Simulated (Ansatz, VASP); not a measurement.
# HfO2: VASP beside Ansatz

Contents of INCAR:

```
PREC = Accurate
ENCUT = 600
EDIFF = 1E-6
ISMEAR = 0
SIGMA = 0.02
LREAL = False
LASPH = True
NELM = 60
ALGO = Normal
ISIF = 3
LWAVE = False
LCHARG = False
GGA = PE
IBRION = 2
NSW = 100
EDIFFG = -0.01
```

The input KPOINTS:

```
Automatic mesh
0
Gamma
  8 8 8
```

POSCAR

```
HfO2
1.0
    0.0000000000      2.5487552940      2.5487552940
    2.5487552940      0.0000000000      2.5487552940
    2.5487552940      2.5487552940      0.0000000000
Hf O
1 2
Direct
    0.0000000000      0.0000000000      0.0000000000
    0.7500000000      0.7500000000      0.7500000000
    0.2500000000      0.2500000000      0.2500000000
```

Input for Ansatz:

```yaml
crystal:
  lattice:
    - [0.0, 2.548755294, 2.548755294]
    - [2.548755294, 0.0, 2.548755294]
    - [2.548755294, 2.548755294, 0.0]
  atoms:
    - { symbol: Hf, position: [0.0, 0.0, 0.0] }
    - { symbol: O, position: [0.75, 0.75, 0.75] }
    - { symbol: O, position: [0.25, 0.25, 0.25] }
basis:
  ecutwfc: 420
kpoints:
  mp_grid: { grid: [8, 8, 8] }
hamiltonian:
  xc: pbe
scf:
  occupations: { method: gaussian, width: 0.02 }
output:
  forces: true
  stress: true
  eigenvalues: true
  write_density: true
  write_potential: true
  elf: true
  volumetric_format: npy
relax:
  adjacent_minimum: "off"
  f_tol: 0.01
  max_steps: 80
  cell: { stress_tol: 0.05 }
```

Alike in both runs: task relaxation of cell and atoms; functional PBE; k mesh 8 × 8 × 8; occupations gaussian, width 0.02 eV; no spin polarisation.

|  | VASP | Ansatz |
| --- | --- | --- |
| version | VASP 6.6.1 | Ansatz 0.2.0 |
| potentials or method | VASP PAW PBE potentials, release 64 (Hf_pv, O) | scalar-relativistic, plane waves, PAW |
| plane-wave cutoff (eV) | 600 | 420 |
| valence electrons in the cell | 22 | 38 |

```tsv
	VASP	Ansatz	Ansatz less VASP
gap on the k mesh at the Fermi level, each at its own relaxed structure (eV)	3.80	3.75	-0.056
relaxed volume (Å³/atom)	10.87	11.04	+0.172
relaxed cell length with the largest relative difference (Å)	3.586	3.604	+0.0189
energy change over the relaxation (meV/atom)	-2	0	+2.1
```

The two sets of potentials don't hold the same shells in valence.

Caveats: spin-orbit coupling is left out, which moves the levels of the heavy elements. A k mesh can miss the band edges. Expect the measured gap to be larger: semilocal functionals such as PBE lack the derivative discontinuity.
